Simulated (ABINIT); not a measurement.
Runs of ABINIT 10.8.3 (patched build) on Sb. It takes space group R-3m (No. 166, trigonal). The conventional cell has a = 4.308 Å, b = 4.308 Å, c = 11.274 Å, α = 90.00°, β = 90.00°, γ = 120.00°. Around Sb (site symmetry 3m) lie 3 Sb at 2.91 Å. 

| level | gap on the mesh (eV) | pressure (GPa) | largest force (eV/Å) |
| --- | --- | --- | --- |
| PW91 | none | 2.5 | (a) |
| PBEsol | none | -0.2 | 0.11 |
| BLYP | none | 6.6 | 0.14 |
| SCAN | none | 0.1 | 0.23 |
| r2SCAN | none | 1.5 | (b) |
| revPBE | none | 3.4 | 0.20 |
| AM05 | none | -0.1 | 0.08 |
| LDA | none | -1.4 | 0.02 |
| PBE | none | 2.5 | 0.17 |
| RPBE | none | 3.8 | 0.21 |

Alike in all rows: task band structure; potentials or basis JTH PAW PBE v2.0; no spin polarisation; cell as given; k mesh 8 × 8 × 8; cutoff (eV) 517; smearing fermi-dirac 0.05 eV.

**Question.** Fill in the values left out.

**Answer.** (a) 0.15; (b) 0.01.

Caveats: spin-orbit coupling is left out, which moves the levels of the heavy elements; the PAW data sets were made with another functional, which shifts forces and pressure a little (some runs).

A k mesh can miss the band edges, and the runs leave out spin-orbit coupling on Sb.

A gap of «none» marks a metal or a gap under the smearing width.
